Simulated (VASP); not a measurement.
# AlGa3N2 (P3m1) in VASP: density of states with PBE

Aim: the density of states of AlGa3N2 with PBE.

All numbers are computed with VASP 6.6.1; they aren't measurements. Logs are shortened: lines on timing, memory, paths and dates and some standing lists are left out, and cuts for length are marked.

**1. The structure**

The structure is trigonal, space group P3m1 (No. 156). The conventional cell has a = 3.220 Å, b = 3.220 Å, c = 9.363 Å, α = 90.00°, β = 90.00°, γ = 120.00°. Al (site symmetry 3m) has 4 N at 1.89 to 1.94 Å as nearest neighbours. Ga (site symmetry 3m) has 3 N at 1.99 Å as nearest neighbours. Ga (site symmetry 3m) is surrounded by 1 N at 1.97 Å. Ga (site symmetry 3m) is surrounded by 4 Ga at 2.50 to 2.53 Å. N (site symmetry 3m) has 1 Al at 1.89 Å and 3 Ga at 1.99 Å as nearest neighbours. N (site symmetry 3m) is surrounded by 3 Al at 1.94 Å and 1 Ga at 1.97 Å.

The cell was built by a generator and needn't be a form met in nature.

**2. Density of states, PBE**

POSCAR reads:

```
AlGa3N2                                 
1.0
    3.2201448394      0.0000000000      0.0000000000
   -1.6100724196      2.7887272376     -0.0000000000
    0.0000000000     -0.0000000000      9.3634461300
  Al              Ga              N             
     1     3     2
Direct
     0.6666666699999979    0.3333333300000021    0.2546379328954113
     0.3333333300000021    0.6666666699999979    0.9775312503902197
     0.0000000000000000    0.0000000000000000    0.5264529092894764
     0.3333333300000021    0.6666666699999979    0.7103353408804448
     0.6666666699999979    0.3333333300000021    0.0524977921545943
     0.0000000000000000    0.0000000000000000    0.3155917143898610
```

INCAR.step1 reads:

```
PREC = Accurate
ENCUT = 520
EDIFF = 1E-7
ISMEAR = 0
SIGMA = 0.1
LREAL = False
LASPH = True
NELM = 100
ALGO = Fast
ISIF = 2
LWAVE = False
LCHARG = True
GGA = PE
NBANDS = 35
KPAR = 4
```

KPOINTS.step1 reads:

```
Automatic mesh
0
Gamma
  12 12 4
```

INCAR.step2 reads:

```
PREC = Accurate
ENCUT = 520
EDIFF = 1E-7
ISMEAR = -5
SIGMA = 0.1
LREAL = False
LASPH = True
NELM = 100
ALGO = Fast
ISIF = 2
LWAVE = False
LCHARG = False
GGA = PE
LORBIT = 11
NBANDS = 35
KPAR = 4
NEDOS = 1001
ICHARG = 11
```

KPOINTS.step2 reads:

```
Automatic mesh
0
Gamma
  18 18 6
```

Potentials or basis: VASP PAW PBE potentials, release 64 (Al, Ga_d, N).

Command:

```bash
> cat potpaw_PBE.64/Al/POTCAR potpaw_PBE.64/Ga_d/POTCAR potpaw_PBE.64/N/POTCAR > POTCAR
> cp INCAR.step1 INCAR
> cp KPOINTS.step1 KPOINTS
> mpirun -np 4 vasp_std > vasp.out
> cp INCAR.step2 INCAR
> cp KPOINTS.step2 KPOINTS
> mpirun -np 4 vasp_std > vasp.out
```

OUTCAR:

```text
PREC = Accurate
   ENCUT = 520
   EDIFF = 1E-7
   ISMEAR = -5
   LREAL = False
   LASPH = True
   NELM = 100
   ISIF = 2
   GGA = PE
   LORBIT = 11
   ICHARG = 11

 ion  position               nearest neighbor table
   1  0.667  0.333  0.255-   5 1.89   6 1.94   6 1.94   6 1.94
   2  0.333  0.667  0.978-   5 1.99   5 1.99   5 1.99   4 2.50
   3  0.000  0.000  0.526-   6 1.97   4 2.53   4 2.53   4 2.53
   4  0.333  0.667  0.710-   2 2.50   3 2.53   3 2.53   3 2.53
   5  0.667  0.333  0.052-   1 1.89   2 1.99   2 1.99   2 1.99
   6  0.000  0.000  0.316-   1 1.94   1 1.94   1 1.94   3 1.97

  LATTYP: Found a hexagonal cell.
 ALAT       =     3.2201448394
 C/A-ratio  =     2.9077717298

  Lattice vectors:

 A1 = (   3.2201448394,   0.0000000000,   0.0000000000)
 A2 = (  -1.6100724196,   2.7887272376,   0.0000000000)
 A3 = (   0.0000000000,   0.0000000000,   9.3634461300)

Analysis of symmetry for initial positions (statically):
=====================================================================
 Subroutine PRICEL returns:
 Original cell was already a primitive cell.

 Routine SETGRP: Setting up the symmetry group for a
 hexagonal supercell.

 Subroutine GETGRP returns: Found  6 space group operations
 (whereof  6 operations were pure point group operations)
 out of a pool of 24 trial point group operations.

The static configuration has the point symmetry C_3v.

Analysis of symmetry for dynamics (positions and initial velocities):
=====================================================================
 Subroutine PRICEL returns:
 Original cell was already a primitive cell.

 Routine SETGRP: Setting up the symmetry group for a
 hexagonal supercell.

 Subroutine GETGRP returns: Found  6 space group operations
 (whereof  6 operations were pure point group operations)
 out of a pool of 24 trial point group operations.

The dynamic configuration has the point symmetry C_3v.

 Subroutine INISYM returns: Found  6 space group operations
 (whereof  6 operations are pure point group operations),
 and found     1 'primitive' translations

----------------------------------------------------------------------------------------

                                     Primitive cell

  volume of cell :      84.0847

  direct lattice vectors                    reciprocal lattice vectors
     3.220144839  0.000000000  0.000000000     0.310545038  0.179293261  0.000000000
    -1.610072420  2.788727238  0.000000000     0.000000000  0.358586522  0.000000000
     0.000000000  0.000000000  9.363446130     0.000000000  0.000000000  0.106798286

  length of vectors
     3.220144839  3.220144842  9.363446130     0.358586522  0.358586522  0.106798286

  position of ions in fractional coordinates (direct lattice)
     0.666666670  0.333333330  0.254637933
     0.333333330  0.666666670  0.977531250
     0.000000000  0.000000000  0.526452909
     0.333333330  0.666666670  0.710335341
     0.666666670  0.333333330  0.052497792
     0.000000000  0.000000000  0.315591714

  ion indices of the primitive-cell ions
   primitive index   ion index
                 1           1
                 2           2
                 3           3
                 4           4
                 5           5
                 6           6

----------------------------------------------------------------------------------------

 KPOINTS: Automatic mesh

Automatic generation of k-mesh.
 Grid dimensions read from file:
 generate k-points for:   18   18    6

 Generating k-lattice:

  Cartesian coordinates                     Fractional coordinates (reciprocal lattice)
     0.017252502  0.009960737  0.000000000     0.055555556  0.000000000  0.000000000
     0.000000000  0.019921473  0.000000000     0.000000000  0.055555556  0.000000000
     0.000000000  0.000000000  0.017799714     0.000000000  0.000000000  0.166666667

  Length of vectors
     0.019921473  0.019921473  0.017799714

  Shift w.r.t. Gamma in fractional coordinates (k-lattice)
     0.000000000  0.000000000  0.000000000

 TETIRR: Found   2825 inequivalent tetrahedra from    11664

 Subroutine IBZKPT returns following result:
 ===========================================

 Found    202 irreducible k-points:

 Following reciprocal coordinates:
            Coordinates               Weight
  0.000000  0.000000  0.000000      1.000000
  0.055556  0.000000  0.000000      6.000000
  0.111111  0.000000  0.000000      6.000000
  0.166667 -0.000000  0.000000      6.000000
  0.222222  0.000000  0.000000      6.000000
  0.277778  0.000000  0.000000      6.000000
[... 16 lines left out ...]
  0.333333  0.111111  0.000000     12.000000
  0.388889  0.111111  0.000000     12.000000
 [... further k-points ...]
   k-points           NKPTS =    202   k-points in BZ     NKDIM =    202   number of bands    NBANDS=     35
   number of dos      NEDOS =   1001   number of ions     NIONS =      6
   total plane-waves  NPLWV =  40320
   dimension x,y,z NGX =    24 NGY =   24 NGZ =   70
   dimension x,y,z NGXF=    48 NGYF=   48 NGZF=  140
   ions per type =               1   3   2
   NGX,Y,Z   is equivalent  to a cutoff of  12.39, 12.39, 12.43 a.u.
   NGXF,Y,Z  is equivalent  to a cutoff of  24.78, 24.78, 24.86 a.u.
 SYSTEM =  unknown system
   PREC   = accura    normal or accurate (medium, high low for compatibility)
   ISTART =      0    job   : 0-new  1-cont  2-samecut
   ICHARG =     11    charge: 1-file 2-atom 10-const
   ISPIN  =      1    spin polarized calculation?
   LNONCOLLINEAR =      F non collinear calculations
   LSORBIT =      F    spin-orbit coupling
   LASPH  =      T    aspherical Exc in radial PAW
   ENCUT  =  520.0 eV  38.22 Ry    6.18 a.u.   5.99  5.99 17.41*2*pi/ulx,y,z
   NELM   =    100;   NELMIN=  2; NELMDL=  0     # of ELM steps
   EDIFF  = 0.1E-06   stopping-criterion for ELM
   LREAL  =      F    real-space projection
   EDIFFG = 0.1E-05   stopping-criterion for IOM
   NSW    =      0    number of steps for IOM
   IBRION =     -1    ionic relax: 0-MD 1-quasi-New 2-CG
   NFREE  =      0    steps in history (QN), initial steepest desc. (CG)
   ISIF   =      2    stress and relaxation
   ISYM   =      2    0-nonsym 1-usesym 2-fastsym
   POTIM  = 0.5000    time-step for ionic-motion
   TEBEG  =    0.0;   TEEND  =   0.0 temperature during run
   PSTRESS=    0.0 pullay stress
   NELECT =      52.0000    total number of electrons
   NUPDOWN=      -1.0000    fix difference up-down
   EMIN   =  10.00;   EMAX   =-10.00  energy-range for DOS
   EFERMI =   0.00;   METHOD = LEGACY
   ISMEAR =    -5;   SIGMA  =   0.10  broadening in eV -4-tet -1-fermi 0-gaus
   EFERMI_NEDOS =   21; number of points for ismear=-14 and -15
   IALGO  =     68    algorithm
   IMIX   =      4    mixing-type and parameters
     AMIX     =   0.40;   BMIX     =  1.00
     AMIX_MAG =   1.60;   BMIX_MAG =  1.00
  volume/ion in A,a.u.               =      14.01        94.57
  Fermi-wavevector in a.u.,A,eV,Ry     =   1.394773  2.635739 26.468665  1.945392
  Thomas-Fermi vector in A             =   2.518290
   LORBIT       =     11    0 simple, 1 ext, 2 COOP (PROOUT), +10 PAW based schemes
   GGA     = PE    functional components
   LHFCALC =     F    Hartree Fock is set to
   AEXX    =    0.0000 exact exchange contribution
   IVDW    =     0    specifies the selected vdW correction
   LEPSILON=     F    determine dielectric tensor
   LRPA    =     F    only Hartree local field effects (RPA)
 non-spin polarized calculation
 RMM-DIIS sequential band-by-band and
 Fermi weights with tetrahedron method with Bloechl corrections
  energy-cutoff  :      520.00
  volume of cell :       84.08
 maximum number of plane-waves:      2296

 number of electron      51.9999967 magnetization

 Free energy of the ion-electron system (eV)
  ---------------------------------------------------
  ext. energy  EPLUGINS =         0.00000000
  ---------------------------------------------------
  free energy    TOTEN  =       -32.03890590 eV

  energy without entropy =      -32.03890590  energy(sigma->0) =      -32.03890590

 E-fermi :   6.8723     XC(G=0): -10.9713

 val. band max:        6.9441436202   @ k =   0.1667   0.1667   0.5000
 cond. band min:       6.8602541597   @ k =   0.0000   0.1111   0.1667
 fundamental gap:     -0.0838894605
 Fermi energy:         6.8722658658

 k-point     1 :       0.0000    0.0000    0.0000
  band No.  band energies     occupation
      1     -10.6074      2.00000
      2      -9.8633      2.00000
      3      -8.8636      2.00000
      4      -8.8636      2.00000
      5      -8.7699      2.00000
      6      -8.7587      2.00000
[... 27 lines left out ...]
     34      14.6953      0.00000
     35      15.0069      0.00000

 k-point     2 :       0.0556    0.0000    0.0000
  band No.  band energies     occupation
      1     -10.5808      2.00000
      2      -9.8502      2.00000
      3      -8.8647      2.00000
      4      -8.8613      2.00000
      5      -8.7668      2.00000
      6      -8.7590      2.00000
[... 27 lines left out ...]
     34      14.5973      0.00000
     35      15.0793      0.00000

 k-point     3 :       0.1111    0.0000    0.0000
  band No.  band energies     occupation
      1     -10.5039      2.00000
      2      -9.8140      2.00000
      3      -8.8674      2.00000
      4      -8.8551      2.00000
      5      -8.7679      2.00000
      6      -8.7505      2.00000
[... 27 lines left out ...]
     34      14.6957      0.00000
     35      15.1110      0.00000

 k-point     4 :       0.1667   -0.0000    0.0000
  band No.  band energies     occupation
      1     -10.3857      2.00000
      2      -9.7638      2.00000
      3      -8.8707      2.00000
      4      -8.8467      2.00000
      5      -8.7743      2.00000
      6      -8.7340      2.00000
[... 27 lines left out ...]
     34      14.4510      0.00000
     35      14.7040      0.00000

 k-point     5 :       0.2222    0.0000    0.0000
  band No.  band energies     occupation
      1     -10.2418      2.00000
      2      -9.7095      2.00000
      3      -8.8740      2.00000
      4      -8.8382      2.00000
      5      -8.7818      2.00000
      6      -8.7159      2.00000
[... 638 lines left out ...]
 k-point    22 :       0.2778    0.1111    0.0000
  band No.  band energies     occupation
      1      -9.9410      2.00000
      2      -9.5891      2.00000
      3      -8.8692      2.00000
      4      -8.8360      2.00000
      5      -8.7818      2.00000
      6      -8.6975      2.00000
[... 27 lines left out ...]
     34      13.5018      0.00000
     35      15.0579      0.00000

 k-point    23 :       0.3333    0.1111    0.0000
  band No.  band energies     occupation
      1      -9.8673      2.00000
      2      -9.5393      2.00000
      3      -8.8694      2.00000
      4      -8.8377      2.00000
      5      -8.7848      2.00000
      6      -8.6783      2.00000
[... 27 lines left out ...]
     34      13.4838      0.00000
     35      15.1060      0.00000

 k-point    24 :       0.3889    0.1111    0.0000
  band No.  band energies     occupation
      1      -9.8296      2.00000
      2      -9.5011      2.00000
      3      -8.8691      2.00000
      4      -8.8406      2.00000
      5      -8.7866      2.00000
      6      -8.6637      2.00000
[... 27 lines left out ...]
     34      13.5077      0.00000
     35      15.1593      0.00000

 [... further k-points ...]
[... 5 lines left out ...]
  --------------------------------------------------------------------------------------
  -------------------------------------------------------------------------------------
  Total        0.0671393      0.0671393     -0.1079171      0.0000000      0.0000000      0.0000000
  in kB        1.2792945      1.2792945     -2.0562860      0.0000000      0.0000000      0.0000000
  external PRESSURE =       0.1674343 kB  Pullay stress =       0.0000000 kB

 VOLUME and BASIS-vectors are now :
 -----------------------------------------------------------------------------
  energy-cutoff  :      520.00
  volume of cell :       84.08
      direct lattice vectors                 reciprocal lattice vectors
     3.220144839  0.000000000  0.000000000     0.310545038  0.179293261  0.000000000
    -1.610072420  2.788727238  0.000000000     0.000000000  0.358586522  0.000000000
     0.000000000  0.000000000  9.363446130     0.000000000  0.000000000  0.106798286

 POSITION                                       TOTAL-FORCE (eV/Angst)
 -----------------------------------------------------------------------------------
      1.61007      0.92958      2.38429         0.000000      0.000000     -0.003168
     -0.00000      1.85915      9.15306         0.000000     -0.000000      0.002884
      0.00000      0.00000      4.92941         0.000000      0.000000      0.043204
     -0.00000      1.85915      6.65119        -0.000000      0.000000     -0.048436
      1.61007      0.92958      0.49156         0.000000      0.000000     -0.012728
      0.00000      0.00000      2.95503         0.000000      0.000000      0.018245
 -----------------------------------------------------------------------------------
    total drift:                                0.009654     -0.005574     -0.000720

  FREE ENERGIE OF THE ION-ELECTRON SYSTEM (eV)
  ---------------------------------------------------
  free  energy   TOTEN  =       -32.0389058956 eV

  energy  without entropy=      -32.0389058956  energy(sigma->0) =      -32.03890590

 total charge

# of ion       s       p       d       tot
------------------------------------------
    1        0.363   0.405   0.000   0.769
    2        0.815   0.813  10.095  11.723
    3        0.916   0.774  10.009  11.700
    4        0.977   0.734   9.957  11.669
    5        1.233   2.503   0.000   3.736
    6        1.230   2.532   0.000   3.762
--------------------------------------------------
tot          5.534   7.763  30.061  43.359
```

Wall time 93 s (4 MPI ranks of Intel Xeon 6975P-C (Granite Rapids), shared host); peak memory 0.55 GiB.

Results:

```yaml
Valence_electrons_inside_the_program's_atomic_spheres: Al 0.77; Ga 11.72, 11.70, 11.67; N 3.74, 3.76
```

States per cell in windows of 0.5 eV (zero at the Fermi level; states under -8 eV left out):
```tsv
from (eV)	total	N6_p	N5_p	Ga4_p	Ga3_p	Ga2_p	Ga2_s
-8.0	1.28	0.14	0.14	0.02	0.03	0.02	0.17
-7.5	1.41	0.21	0.13	0.02	0.02	0.02	0.13
-7.0	0.90	0.15	0.07	0.02	0.02	0.02	0.03
-6.5	0.67	0.13	0.06	0.01	0.03	0.02	0.03
-6.0	1.67	0.30	0.17	0.02	0.07	0.07	0.05
-5.5	0.79	0.17	0.11	0.01	0.02	0.04	0.01
-5.0	1.82	0.39	0.33	0.02	0.04	0.10	0.02
-4.5	1.91	0.42	0.39	0.03	0.05	0.10	0.02
-4.0	1.35	0.27	0.29	0.05	0.05	0.09	0.01
-3.5	0.93	0.08	0.25	0.05	0.05	0.07	0.01
-3.0	1.36	0.13	0.31	0.10	0.07	0.08	0.01
-2.5	0.85	0.04	0.06	0.14	0.10	0.07	0.02
-2.0	0.29	0.01	0.01	0.06	0.04	0.01	0.00
-1.5	0.25	0.01	0.01	0.05	0.04	0.00	0.00
-1.0	0.20	0.00	0.00	0.04	0.03	0.00	0.00
-0.5	0.29	0.01	0.01	0.05	0.04	0.00	0.01
0.0	0.61	0.03	0.02	0.06	0.06	0.02	0.02
0.5	0.88	0.06	0.05	0.08	0.06	0.03	0.04
1.0	1.04	0.06	0.04	0.11	0.08	0.05	0.05
1.5	0.50	0.01	0.02	0.06	0.05	0.02	0.02
2.0	1.14	0.04	0.05	0.09	0.09	0.05	0.06
2.5	1.09	0.03	0.05	0.10	0.11	0.05	0.04
3.0	1.10	0.05	0.06	0.08	0.09	0.05	0.04
3.5	1.00	0.05	0.06	0.06	0.07	0.05	0.03
4.0	1.25	0.06	0.08	0.09	0.08	0.06	0.05
4.5	0.92	0.04	0.04	0.09	0.07	0.05	0.04
5.0	1.05	0.04	0.06	0.10	0.08	0.06	0.06
5.5	1.48	0.09	0.08	0.14	0.08	0.08	0.09
6.0	1.32	0.07	0.09	0.09	0.06	0.08	0.06
6.5	1.56	0.09	0.08	0.11	0.13	0.11	0.07
7.0	1.08	0.05	0.04	0.08	0.10	0.11	0.02
7.5	1.23	0.05	0.05	0.07	0.11	0.15	0.01
```

Caveat: tetrahedron occupations give inexact forces and stress in metals.
